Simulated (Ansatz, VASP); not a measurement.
## One calculation of TePb, two programs

Contents of INCAR:

```
PREC = Accurate
ENCUT = 520
EDIFF = 1E-6
ISMEAR = -1
SIGMA = 0.08
LREAL = False
LASPH = True
NELM = 150
ALGO = Normal
ISIF = 2
LWAVE = False
LCHARG = False
MAGMOM = 0 0 0 0 0 0
LORBIT = 11
LSORBIT = True
GGA_COMPAT = False
LORBMOM = True
GGA = PE
NBANDS = 32
```

The input KPOINTS:

```
regular mesh
0
Gamma
  10 10 10
```

File POSCAR:

```
TePb
1.0
    4.0022870000      0.0000000000      0.0000000000
    0.0000000000      4.0022870000      0.0000000000
    0.0000000000      0.0000000000      4.0022870000
Te Pb
1 1
Direct
    0.5000000000      0.5000000000      0.5000000000
    0.0000000000      0.0000000000      0.0000000000
```

Input for Ansatz:

```yaml
crystal:
  lattice:
    - [4.002287, 0.0, 0.0]
    - [0.0, 4.002287, 0.0]
    - [0.0, 0.0, 4.002287]
  atoms:
    - { symbol: Te, position: [0.5, 0.5, 0.5] }
    - { symbol: Pb, position: [0.0, 0.0, 0.0] }
kpoints:
  mp_grid: { grid: [10, 10, 10] }
  band_path:
    path:
      - [0.0, 0.0, 0.0]
      - [0.0, 0.5, 0.0]
      - [0.5, 0.5, 0.0]
      - [0.0, 0.0, 0.0]
      - [0.5, 0.5, 0.5]
      - [0.0, 0.5, 0.0]
      - [0.5, 0.5, 0.5]
      - [0.5, 0.5, 0.0]
    npoints: 5
scf:
  occupations: { method: fermi_dirac, width: 0.08 }
hamiltonian:
  xc: pbe
  pseudopotentials: { kind: all_electron, lapw: { basis_error: 0.001 } }
output:
  forces: true
  stress: true
  eigenvalues: true
magnetization:
  noncollinear: true
  spin_orbit: true
```

Alike in both runs: task single point; functional PBE; k mesh 10 × 10 × 10; occupations fermi-dirac, width 0.08 eV; non-collinear spin, spin-orbit coupling.

|  | VASP | Ansatz |
| --- | --- | --- |
| version | VASP 6.6.1 | Ansatz 0.2.0 |
| potentials or method | VASP PAW PBE potentials, release 64 (Te, Pb_d) | all-electron LAPW |
| plane-wave cutoff (eV) | 520 | see its input |

|  | VASP | Ansatz | Ansatz less VASP |
| --- | --- | --- | --- |
| pressure (GPa) | -0.2 | -0.2 | +0.01 |
| net moment per atom (μB) | 0.00 | 0.00 | 0.000 |

Ansatz ran all-electron here, so the differences hold the error of VASP's frozen core and of both bases.
